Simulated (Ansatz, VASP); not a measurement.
TiB4 in VASP and in Ansatz

```
Ti B
1.0
     4.21009    0.00000    0.00000
     0.00000    4.21009    0.00000
     0.00000    0.00000    4.21009
Ti B
1 4
Direct
  0.00000 0.00000 0.00000
  0.50000 0.00000 0.00000
  0.00000 0.50000 0.00000
  0.00000 0.00000 0.50000
  0.50000 0.50000 0.50000
```

Alike in both runs: functional PBE; k mesh 4 × 4 × 4; occupations gaussian, width 0.1 eV; no spin polarisation.

Ansatz relaxed the structure, and its values are those at the end. VASP's run is a single point on that final structure, the one shown.

|  | VASP | Ansatz |
| --- | --- | --- |
| version | VASP 6.6.1 | Ansatz 0.2.0 |
| potentials or method | VASP PAW PBE potentials, release 64 (Ti_sv, B) | scalar-relativistic, plane waves, PAW |
| plane-wave cutoff (eV) | 520 | 420 |
| valence electrons in the cell | 24 | 24 |

Ansatz gave:

| Item | Value |
| --- | --- |
| gap on the k mesh at the Fermi level (eV) | none |
| pressure (GPa) | -0.1 |

Problem. Estimate VASP's values.

Solution. gap on the k mesh at the Fermi level (eV): none; pressure (GPa): -0.3.

A gap of «none» marks a metal or a gap that the smearing closes.

Caveats: the k mesh is coarse (spacing up to 0.37 Å⁻¹), so the values aren't converged.
